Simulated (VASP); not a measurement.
Crystal: Te.

```
CELL_PARAMETERS angstrom
4.31103 0.00000 0.00000
-2.15551 3.73346 0.00000
0.00000 0.00000 5.97373
ATOMIC_POSITIONS crystal
Te 0.28531 0.00000 0.33333
Te 0.00000 0.28531 0.66667
Te 0.71469 0.71469 0.00000
```

Base run:

| Quantity | Value |
| --- | --- |
| Program | VASP 6.6.1 |
| Functional | PBE |
| Potentials or basis | VASP PAW PBE potentials, release 64 (Te) |
| Cutoff | 520 eV |
| k mesh | 9 × 9 × 6 |
| Occupations | gaussian, width 0.03 eV |
| Spin | no spin polarisation |

Its results: pressure 2.4 GPa.

Question: The run is repeated on the same cell with these changes: functional from PBE to LDA; potentials or basis from VASP PAW PBE potentials, release 64 (Te) to VASP PAW LDA potentials, release 64 (Te). What comes out?

Answer: Pressure -1.1 GPa.
